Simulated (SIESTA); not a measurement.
NiO:

```
CELL_PARAMETERS angstrom
0.00000 2.08590 2.08590
2.08590 0.00000 2.08590
2.08590 2.08590 0.00000
ATOMIC_POSITIONS crystal
Ni 0.00000 0.00000 0.00000
O 0.50000 0.50000 0.50000
```

Base run:

- Program: SIESTA 5.4.2
- Functional: PBEsol
- Potentials or basis: PseudoDojo 0.4 standard (PBEsol files)
- Basis: TZP (energy shift 0.003 Ry; two zetas on semicore shells)
- Grid cutoff: 800 Ry
- Energy shift: 0.003 Ry
- k mesh: 11 × 11 × 11
- Occupations: fermi-dirac, width 0.05 eV
- Spin: collinear spin, ferromagnetic start
- Starting moments: [1.0, 0.0] μB

Its results: band gap on the k mesh none (metal or under the smearing width); pressure -7.7 GPa; net moment 1.44 μB per cell; site moments Ni +1.20; O +0.24 μB.

Question: The run is repeated on the same cell with these changes: basis from TZP (energy shift 0.003 Ry; two zetas on semicore shells) to DZ (energy shift 0.003 Ry; two zetas on semicore shells). What comes out?

Answer: Band gap on the k mesh none (metal or under the smearing width); pressure -10.6 GPa; net moment 1.50 μB per cell; site moments Ni +1.25; O +0.25 μB.

Caveats: short orbitals over semicore shells can move pressures by several GPa; the basis of atomic orbitals isn't converged, which shifts pressures, moduli and gaps; a cell with one magnetic atom can't hold antiferromagnetic order, which such compounds often take; semilocal functionals often make such compounds metallic where correlation or magnetic order opens a gap, which also shifts bond lengths; the basis has no polarisation orbitals (some runs).
